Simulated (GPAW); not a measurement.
Runs of GPAW 26.7.0 on Co. It takes space group P-3m1 (No. 164, trigonal). Conventional cell: a = 2.487 Å, b = 2.487 Å, c = 4.063 Å, α = 90.00°, β = 90.00°, γ = 120.00°. Co (site symmetry 3m) is surrounded by 12 Co at 2.42 to 2.55 Å.

| task | level | potentials or basis | cell | k mesh | band path | band points | optimizer | fmax | max steps | gap on the mesh (eV) | pressure (GPa) | moment (μB) | relaxed volume (Å³/atom) | largest force (eV/Å) |
| --- | --- | --- | --- | --- | --- | --- | --- | --- | --- | --- | --- | --- | --- | --- |
| band structure | PBEsol | PAW data sets generated in the run's folder for this functional, pw | as given | 10 × 10 × 5 | GMKGALHA,LM,KH | 60 | - | - | - | - | (b) | (c) | - | 0.46 |
| relaxation of cell and atoms | PBEsol | PAW data sets generated in the run's folder for this functional, pw | relaxed | 9 × 9 × 5 | - | - | BFGS | 0.02 eV/Å | 60 | none | 0.0 | 3.05 | 10.36 | 0.01 |
| band structure | LDA | the program's PAW data sets (release 1.2.1) made for this functional, pw | as given | 10 × 10 × 5 | GMKGALHA,LM,KH | 60 | - | - | - | - | -16.7 | 3.26 | - | 0.41 |
| relaxation of cell and atoms | PBEsol+D3(BJ) | PAW data sets generated in the run's folder for this functional, pw | relaxed | 9 × 9 × 5 | - | - | BFGS | 0.02 eV/Å | 60 | none | 0.0 | 3.03 | 10.12 | 0.01 |
| relaxation of cell and atoms | PBEsol+D3 | PAW data sets generated in the run's folder for this functional, pw | relaxed | 9 × 9 × 5 | - | - | BFGS | 0.02 eV/Å | 60 | none | 0.0 | 3.03 | 10.14 | 0.01 |
| relaxation of cell and atoms | PBEsol+D3(BJ)+ATM | PAW data sets generated in the run's folder for this functional, pw | relaxed | 9 × 9 × 5 | - | - | BFGS | 0.02 eV/Å | 60 | none | 0.0 | 3.03 | 10.18 | 0.01 |
| single point | PBEsol | PAW data sets generated in the run's folder for this functional, pw | as given | 12 × 12 × 7 | - | - | - | - | - | none | -9.0 | 3.26 | - | (a) |

Alike in all rows: spin collinear, ferromagnetic start; cutoff (eV) 600; smearing fermi-dirac 0.05 eV.

Problem. Fill in the values left out.

Solution. (a) 0.48; (b) -8.4; (c) 3.34.

Caveats: each step starts from the last one's moments, so a moment once lost doesn't come back (some runs); later steps reuse the first step's grids (some runs); pairwise dispersion overbinds metals, which lowers pressure and volume (some runs).

A k mesh can miss the band edges.

A gap of «none» marks a metal or a gap under the smearing width.

Not every run made on this cell is shown here.
